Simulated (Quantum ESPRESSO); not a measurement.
## KCl (Sylvite) under changes of volume

One of the cells (31.151 Å³/atom); the others are scaled copies at fixed shape and fractional positions:

```
K Cl
1.0
     0.00000    3.14647    3.14647
     3.14647    0.00000    3.14647
     3.14647    3.14647    0.00000
K Cl
1 1
Direct
  0.00000 0.00000 0.00000
  0.50000 0.50000 0.50000
```

| Item | Value |
| --- | --- |
| Program | Quantum ESPRESSO 7.5 |
| Functional | PBE |
| Dispersion | D3(BJ) |
| Potentials or basis | PseudoDojo 0.4.1 SR PBE standard |
| Cutoff | 1007 eV |
| Density cutoff | 4027 eV |
| k mesh | 7 × 7 × 7 |
| Occupations | fermi-dirac, width 0.05 eV |
| Spin | no spin polarisation |

```tsv
volume (Å³/atom)	energy over the lowest point (meV/atom)	pressure (GPa)	gap on the mesh (eV)
29.282	5.16	1.1	5.41
29.905	1.75	0.6	5.33
30.528	0.09	0.2	5.26
31.151	0.00	-0.2	5.19
31.774	1.30	-0.5	5.12
32.397	?	?	?
33.020	7.49	-1.1	4.99
```

Question: What does the run at 32.397 Å³/atom give?

Answer: Energy over the lowest point 3.84 meV/atom; pressure -0.8 GPa; gap on the mesh 5.06 eV.

Worked out: A Birch-Murnaghan fit of order 3 (a polynomial in V^(-2/3)) to the other rows has its minimum at 30.88 Å³/atom with B0 = V·E''(V) = 18.7 GPa and B' = 4.7. It gives 3.84 meV/atom at 32.397 Å³/atom, against the run's 3.84, and -dE/dV = -0.8 GPa, against -0.8. A straight line through the other rows of the gap, of slope -3.48 eV per unit of ln V (its deformation potential), gives 5.05 eV, against the run's 5.06.

Energies are extrapolated to zero smearing.

Caveats: an odd mesh through Γ misses points on the zone boundary, where band edges often lie (some runs).
